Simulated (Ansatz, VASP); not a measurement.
**One calculation of ZnS (Wurtzite-4H), two programs**

File INCAR:

```
SYSTEM = ZnS
PREC = Accurate
ENCUT = 580
EDIFF = 1E-6
ISMEAR = -1
SIGMA = 0.05
LREAL = .False.
LASPH = .True.
NELM = 100
ALGO = Normal
ISIF = 3
LWAVE = .False.
LCHARG = .False.
GGA = PE
IBRION = 2
NSW = 40
EDIFFG = -0.02
```

The input KPOINTS:

```
regular mesh
0
Gamma
  8 8 3
  0 0 0
```

POSCAR

```
ZnS
1.0
    3.8227000000      0.0000000000      0.0000000000
   -1.9113500000      3.3105553110      0.0000000000
    0.0000000000      0.0000000000     12.5200000000
Zn S
4 4
Direct
    0.6666666667      0.3333333333      0.7500000000
    0.3333333333      0.6666666667      0.2500000000
    0.0000000000      0.0000000000      0.5000000000
    0.0000000000      0.0000000000      0.0000000000
    0.6666666667      0.3333333333      0.9375000000
    0.3333333333      0.6666666667      0.4375000000
    0.0000000000      0.0000000000      0.6875000000
    0.0000000000      0.0000000000      0.1875000000
```

input.yaml

```yaml
crystal:
  lattice:
    - [3.8227, 0.0, 0.0]
    - [-1.91135, 3.310555311, 0.0]
    - [0.0, 0.0, 12.52]
  atoms:
    - { symbol: Zn, position: [0.6666666667, 0.3333333333, 0.75] }
    - { symbol: Zn, position: [0.3333333333, 0.6666666667, 0.25] }
    - { symbol: Zn, position: [0.0, 0.0, 0.5] }
    - { symbol: Zn, position: [0.0, 0.0, 0.0] }
    - { symbol: S, position: [0.6666666667, 0.3333333333, 0.9375] }
    - { symbol: S, position: [0.3333333333, 0.6666666667, 0.4375] }
    - { symbol: S, position: [0.0, 0.0, 0.6875] }
    - { symbol: S, position: [0.0, 0.0, 0.1875] }
hamiltonian:
  xc: pbe
  pseudopotentials: { kind: paw }
kpoints:
  mp_grid: { grid: [8, 8, 3] }
scf:
  occupations: { method: fermi_dirac, width: 0.05 }
output:
  forces: true
  stress: true
relax:
  f_tol: 0.01
  max_steps: 40
  cell: { stress_tol: 0.05 }
```

Alike in both runs: task relaxation of cell and atoms; functional PBE; k mesh 8 × 8 × 3; occupations fermi-dirac, width 0.05 eV; no spin polarisation.

```csv
,VASP,Ansatz
version,VASP 6.6.1,Ansatz 0.2.0
potentials or method,"VASP PAW PBE potentials, release 54 (Zn, S)",Ansatz PAW
plane-wave cutoff (eV),580,420
valence electrons in the cell,72,72
```

|  | VASP | Ansatz | Ansatz less VASP |
| --- | --- | --- | --- |
| relaxed volume (Å³/atom) | 20.21 | 20.17 | -0.045 |
| relaxed cell length with the largest relative difference (Å) | 12.600 | 12.590 | -0.0096 |
| energy change over the relaxation (meV/atom) | -2 | -2 | +0.3 |

Caveats: an odd mesh through Γ misses points on the zone boundary, where band edges often lie (VASP); odd divisions of the mesh miss points on the zone boundary, where band edges often lie, so the gap on the mesh can be too wide (Ansatz); the plane-wave basis is chosen anew once the cell has moved, so the energies of steps on either side of that aren't comparable (Ansatz). PBE gaps usually lie below the measured ones, often by a third to a half.
